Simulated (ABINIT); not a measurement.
Crystal: BN.

```
N B
1.0
     2.49824    0.00000    0.00000
    -1.24912    2.16354    0.00000
     0.00000    0.00000    6.63570
N B
2 2
Direct
  0.66667 0.33333 0.25000
  0.33333 0.66667 0.75000
  0.66667 0.33333 0.75000
  0.33333 0.66667 0.25000
```

Base run:

* Program: ABINIT 10.8.3 (patched build)
* Functional: BLYP
* Potentials or basis: JTH PAW PBE v2.0
* Cutoff: 707 eV
* k mesh: 12 × 12 × 4
* Occupations: fermi-dirac, width 0.05 eV
* Spin: no spin polarisation

Its results: band gap on the k mesh 4.36 eV, indirect (least direct gap 4.71 eV); pressure 7.2 GPa.

Task: The run is repeated on the same cell with these changes: functional from BLYP to AM05. What comes out?

Result: Band gap on the k mesh 4.22 eV, indirect (least direct gap 4.60 eV); pressure 3.1 GPa.

AM05 binds more tightly than BLYP, so the same cell stands under less pressure.

Caveats: the PAW data sets were made with another functional, which shifts forces and pressure a little; this functional lacks dispersion, which binds the layers, so the pressure and a relaxed spacing across them are unreliable; the atomic spheres overlap.

A k mesh can miss the band edges.
